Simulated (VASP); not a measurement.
# Ca in VASP: further runs, part 2 of 2

VASP 6.6.1.

## Step 3: Single point, PBE

INCAR

```
SYSTEM = Ca
PREC     = Accurate       ! precision mode
ENCUT    = 600            ! plane-wave cutoff, eV
EDIFF    = 1E-6           ! SCF threshold, eV
ISMEAR   = -1             ! smearing method
SIGMA    = 0.05           ! smearing width, eV
LREAL    = .False.        ! projectors in reciprocal space
LASPH    = .True.         ! aspherical terms in the spheres
NELM     = 100            ! most SCF steps
ALGO     = Normal         ! electronic algorithm
ISIF     = 2              ! what is computed and relaxed
LWAVE    = .False.        ! write WAVECAR
LCHARG   = .False.        ! write CHGCAR
LDIPOL   = .True.       
IDIPOL   = 3            
DIPOL    = 0.5 0.5 0.500
GGA      = PE             ! functional
NBANDS   = 33             ! bands
```

KPOINTS

```
Automatic mesh
0
Gamma
  5 5 1
  0 0 0
```

POSCAR

```
Ca
1.0
    4.1929749200      0.0000000000      0.0000000000
    0.0000000000      4.2034636200      0.0000000000
    0.0000000000      0.0000000000     24.7814098400
Ca
5
Direct
    0.0000000000      0.0000000000      0.3026462194
    0.5000000000      0.5000000000      0.4013231097
    0.0000000000      0.0000000000      0.5000000000
    0.5000000000      0.5000000000      0.5986768903
    0.0000000000      0.0000000000      0.6973537806
```

Potentials or basis: VASP PAW PBE potentials, release 64 (Ca_sv_GW).

Command:

```bash
> cat potpaw_PBE.64/Ca_sv_GW/POTCAR > POTCAR
> mpirun -np 1 vasp_std > vasp.out
```

OUTCAR:

```text
SYSTEM = Ca
   PREC = Accurate
   ENCUT = 600
   EDIFF = 1E-6
   ISMEAR = -1
   LREAL = .False.
   LASPH = .True.
   NELM = 100
   ISIF = 2
   GGA = PE

 ion  position               nearest neighbor table
   1  0.000  0.000  0.303-
   2  0.500  0.500  0.401-
   3  0.000  0.000  0.500-
   4  0.500  0.500  0.599-
   5  0.000  0.000  0.697-

  LATTYP: Found a simple orthorhombic cell.
 ALAT       =     4.1929749200
 B/A-ratio  =     1.0025014936
 C/A-ratio  =     5.9102213376

  Lattice vectors:

 A1 = (   4.1929749200,   0.0000000000,   0.0000000000)
 A2 = (   0.0000000000,   4.2034636200,   0.0000000000)
 A3 = (   0.0000000000,   0.0000000000,  24.7814098400)

Analysis of symmetry for initial positions (statically):
=====================================================================
 Subroutine PRICEL returns:
 Original cell was already a primitive cell.

 Routine SETGRP: Setting up the symmetry group for a
 simple orthorhombic supercell.

 Subroutine GETGRP returns: Found  8 space group operations
 (whereof  8 operations were pure point group operations)
 out of a pool of  8 trial point group operations.

The static configuration has the point symmetry D_2h.

Analysis of symmetry for dynamics (positions and initial velocities):
=====================================================================
 Subroutine PRICEL returns:
 Original cell was already a primitive cell.

 Routine SETGRP: Setting up the symmetry group for a
 simple orthorhombic supercell.

 Subroutine GETGRP returns: Found  8 space group operations
 (whereof  8 operations were pure point group operations)
 out of a pool of  8 trial point group operations.

The dynamic configuration has the point symmetry D_2h.

 Subroutine INISYM returns: Found  8 space group operations
 (whereof  8 operations are pure point group operations),
 and found     1 'primitive' translations

----------------------------------------------------------------------------------------

                                     Primitive cell

  volume of cell :     436.7728

  direct lattice vectors                    reciprocal lattice vectors
     4.192974920  0.000000000  0.000000000     0.238494153  0.000000000  0.000000000
     0.000000000  4.203463620  0.000000000     0.000000000  0.237899050  0.000000000
     0.000000000  0.000000000 24.781409840     0.000000000  0.000000000  0.040352829

  length of vectors
     4.192974920  4.203463620 24.781409840     0.238494153  0.237899050  0.040352829

  position of ions in fractional coordinates (direct lattice)
     0.000000000  0.000000000  0.302646219
     0.500000000  0.500000000  0.401323110
     0.000000000  0.000000000  0.500000000
     0.500000000  0.500000000  0.598676890
     0.000000000  0.000000000  0.697353781

  ion indices of the primitive-cell ions
   primitive index   ion index
                 1           1
                 2           2
                 3           3
                 4           4
                 5           5
[... 29 lines left out ...]
  0.000000  0.000000  0.000000      1.000000
  0.200000  0.000000  0.000000      2.000000
  0.400000  0.000000  0.000000      2.000000
  0.000000  0.200000  0.000000      2.000000
  0.200000  0.200000  0.000000      4.000000
  0.400000  0.200000  0.000000      4.000000
  0.000000  0.400000  0.000000      2.000000
  0.200000  0.400000  0.000000      4.000000
  0.400000  0.400000  0.000000      4.000000
   k-points           NKPTS =      9   k-points in BZ     NKDIM =      9   number of bands    NBANDS=     33
   number of dos      NEDOS =    301   number of ions     NIONS =      5
   total plane-waves  NPLWV = 259200
   dimension x,y,z NGX =    36 NGY =   36 NGZ =  200
   dimension x,y,z NGXF=    72 NGYF=   72 NGZF=  400
   ions per type =               5
   NGX,Y,Z   is equivalent  to a cutoff of  14.27, 14.24, 13.42 a.u.
   NGXF,Y,Z  is equivalent  to a cutoff of  28.55, 28.48, 26.83 a.u.
 SYSTEM =  Ca
   PREC   = accura    normal or accurate (medium, high low for compatibility)
   ISTART =      0    job   : 0-new  1-cont  2-samecut
   ICHARG =      2    charge: 1-file 2-atom 10-const
   ISPIN  =      1    spin polarized calculation?
   LNONCOLLINEAR =      F non collinear calculations
   LSORBIT =      F    spin-orbit coupling
   LASPH  =      T    aspherical Exc in radial PAW
   ENCUT  =  600.0 eV  44.10 Ry    6.64 a.u.   8.37  8.40 49.49*2*pi/ulx,y,z
   NELM   =    100;   NELMIN=  2; NELMDL= -5     # of ELM steps
   EDIFF  = 0.1E-05   stopping-criterion for ELM
   LREAL  =      F    real-space projection
   EDIFFG = 0.1E-04   stopping-criterion for IOM
   NSW    =      0    number of steps for IOM
   IBRION =     -1    ionic relax: 0-MD 1-quasi-New 2-CG
   NFREE  =      0    steps in history (QN), initial steepest desc. (CG)
   ISIF   =      2    stress and relaxation
   ISYM   =      2    0-nonsym 1-usesym 2-fastsym
   POTIM  = 0.5000    time-step for ionic-motion
   TEBEG  =    0.0;   TEEND  =   0.0 temperature during run
   PSTRESS=    0.0 pullay stress
   NELECT =      50.0000    total number of electrons
   NUPDOWN=      -1.0000    fix difference up-down
   EMIN   =  10.00;   EMAX   =-10.00  energy-range for DOS
   EFERMI =   0.00;   METHOD = LEGACY
   ISMEAR =    -1;   SIGMA  =   0.05  broadening in eV -4-tet -1-fermi 0-gaus
   EFERMI_NEDOS =   21; number of points for ismear=-14 and -15
   IALGO  =     38    algorithm
   IMIX   =      4    mixing-type and parameters
     AMIX     =   0.40;   BMIX     =  1.00
     AMIX_MAG =   1.60;   BMIX_MAG =  1.00
  volume/ion in A,a.u.               =      87.35       589.50
  Fermi-wavevector in a.u.,A,eV,Ry     =   0.794901  1.502145  8.597078  0.631867
  Thomas-Fermi vector in A             =   1.901124
   LORBIT       =      0    0 simple, 1 ext, 2 COOP (PROOUT), +10 PAW based schemes
   GGA     = PE    functional components
   LHFCALC =     F    Hartree Fock is set to
   AEXX    =    0.0000 exact exchange contribution
   IVDW    =     0    specifies the selected vdW correction
   LEPSILON=     F    determine dielectric tensor
   LRPA    =     F    only Hartree local field effects (RPA)
 non-spin polarized calculation
  energy-cutoff  :      600.00
  volume of cell :      436.77
 maximum number of plane-waves:     14609
 NGX is ok and might be reduce to    36
   NGX = 17   NGY = 17   NGZ = 99

 dipolmoment           0.000000      0.000000     -0.000000 electrons x Angstroem

 number of electron      50.0000000 magnetization

 dipolmoment           0.000000      0.000000      0.000000 electrons x Angstroem

 Free energy of the ion-electron system (eV)
  ---------------------------------------------------
  ext. energy  EPLUGINS =         0.00000000
  ---------------------------------------------------
  free energy    TOTEN  =       -33.24945220 eV

  energy without entropy =      -33.19125147  energy(sigma->0) =      -33.22035184

 E-fermi :   0.3628     XC(G=0):  -4.5291

 val. band max:        0.3604265187   @ k =   0.2000   0.2000   0.0000
 cond. band min:       0.4035784392   @ k =   0.2000   0.4000   0.0000
 fundamental gap:      0.0431519206
 Fermi energy:         0.3627768854

 k-point     1 :       0.0000    0.0000    0.0000
  band No.  band energies     occupation
      1     -42.4174      2.00000
      2     -42.4174      2.00000
      3     -41.7326      2.00000
      4     -41.6707      2.00000
      5     -41.6698      2.00000
      6     -23.4183      2.00000
[... 313 lines left out ...]
     32       1.1021      0.00000
     33       1.1966      0.00000

------------------------ aborting loop because EDIFF is reached ----------------------------------------

 vacuum level on the upper side and lower side of the slab       (xc-potential included)        -0.329        -0.329

  FORCE on cell =-STRESS in cart. coord.  units (eV):
  Direction    XX          YY          ZZ          XY          YZ          ZX
  --------------------------------------------------------------------------------------
  -------------------------------------------------------------------------------------
  Total       -2.0161297     -2.0992063     -0.1958644     -0.0000000      0.0000000      0.0000000
  in kB       -7.3956013     -7.7003441     -0.7184729     -0.0000000      0.0000000      0.0000000
  external PRESSURE =      -5.2714728 kB  Pullay stress =       0.0000000 kB

 VOLUME and BASIS-vectors are now :
 -----------------------------------------------------------------------------
  energy-cutoff  :      600.00
  volume of cell :      436.77
      direct lattice vectors                 reciprocal lattice vectors
     4.192974920  0.000000000  0.000000000     0.238494153  0.000000000  0.000000000
     0.000000000  4.203463620  0.000000000     0.000000000  0.237899050  0.000000000
     0.000000000  0.000000000 24.781409840     0.000000000  0.000000000  0.040352829

 POSITION                                       TOTAL-FORCE (eV/Angst)
 -----------------------------------------------------------------------------------
      0.00000      0.00000      7.50000         0.000000      0.000000      0.018678
      2.09649      2.10173      9.94535         0.000000      0.000000     -0.002904
      0.00000      0.00000     12.39070         0.000000      0.000000     -0.000000
      2.09649      2.10173     14.83606         0.000000     -0.000000      0.002904
      0.00000      0.00000     17.28141        -0.000000      0.000000     -0.018678
 -----------------------------------------------------------------------------------
    total drift:                                0.000000      0.000000      0.000000

  FREE ENERGIE OF THE ION-ELECTRON SYSTEM (eV)
  ---------------------------------------------------
  free  energy   TOTEN  =       -33.2494522018 eV

  energy  without entropy=      -33.1912514739  energy(sigma->0) =      -33.22035184

 vacuum level on the upper side and lower side of the slab         2.934         2.934
```

It took 3.7 min on 1 thread of Intel Xeon Platinum 8488C (Sapphire Rapids), shared host; peak memory 0.57 GiB.

What came out:

```
Free energy            : -33.2495 eV
Largest force          : 0.019 eV/Å
Band gap on the k mesh : none (metal or under the smearing width)
```

Forces on the atoms (eV/Å):
```
Ca   0.000  0.000  0.019
Ca   0.000  0.000 -0.003
Ca   0.000  0.000  0.000
Ca   0.000  0.000  0.003
Ca   0.000  0.000 -0.019
```
